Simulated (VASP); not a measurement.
# CdS: G0W0 on PBE, by volume over the given one and cell

CdS, F-43m (no. 216), 2 atoms in the cell. PBE, GW; PAW potentials Cd_GW, S_GW (PBE set).

| Volume over the given one | Cell | Quasiparticle gap on the mesh (eV) | Gap of the starting point on the mesh (eV) | Quasiparticle gap at the zone centre (eV) | Starting gap at the zone centre (eV) | Correction of the gap between the band edges on the mesh (eV) | Time (s) |
|---|---|---|---|---|---|---|---|
| 0.94 | scale = 0.94 | 2.11 | 1.26 | 2.11 | 1.26 | 0.85 | 59 |
| 0.97 | scale = 0.97 | 2.02 | 1.19 | 2.02 | 1.19 | 0.83 | 62 |
| 1 | as given | 1.93 | 1.13 | 1.93 | 1.13 | 0.80 | 64 |
| 1.03 | scale = 1.03 | 1.84 | 1.06 | 1.84 | 1.06 | 0.78 | 66 |

Limits: the mesh is coarse: the screening isn't converged, and the gap may still move by about 0.1 eV.

## Input of the first row

INCAR.step1:
```
  PREC = Accurate
  ENCUT = 300
  ISMEAR = 0
  SIGMA = 0.05
  LASPH = True
  LREAL = False
  GGA = PE
  ALGO = Normal
  EDIFF = 1E-8
  NELM = 150
  LWAVE = True
  LCHARG = False
  KPAR = 4
```

INCAR.step2, as INCAR.step1 but for:
```
- ALGO = Normal
- NELM = 150
+ ALGO = Exact
+ NELM = 1
+ ISTART = 1
+ NBANDS = 220
+ LOPTICS = True
```

INCAR.step3:
```
  PREC = Accurate
  ENCUT = 300
  ISMEAR = 0
  SIGMA = 0.05
  LASPH = True
  LREAL = False
  GGA = PE
  ALGO = EVGW0
  NBANDS = 220
  NBANDSGW = 13
  ENCUTGW = 160
  NOMEGA = 48
  PRECFOCK = Fast
  ISTART = 1
  LWAVE = False
  LCHARG = False
  NELMGW = 1
  KPAR = 4
```

KPOINTS:
```
k-points
0
Gamma
  4 4 4
```

POSCAR:
```
CdS
1.0
    0.0000000000      2.8569628861      2.8569628861
    2.8569628861      0.0000000000      2.8569628861
    2.8569628861      2.8569628861      0.0000000000
Cd S
1 1
Direct
    0.0000000000      0.0000000000      0.0000000000
    0.7500000000      0.7500000000      0.7500000000
```

Commands (each step's output is kept before the next begins):
```
cat potpaw_PBE.64/Cd_GW/POTCAR potpaw_PBE.64/S_GW/POTCAR > POTCAR
cp INCAR.step1 INCAR
mpirun -np 4 vasp_std > vasp.out
cp INCAR.step2 INCAR
mpirun -np 4 vasp_std > vasp.out
cp INCAR.step3 INCAR
mpirun -np 4 vasp_std > vasp.out
```

VASP 6.6.1 took 59 s on 4 cores (Intel Xeon Platinum 8259CL @ 2.50GHz (Skylake/Cascade Lake)), a shared host.
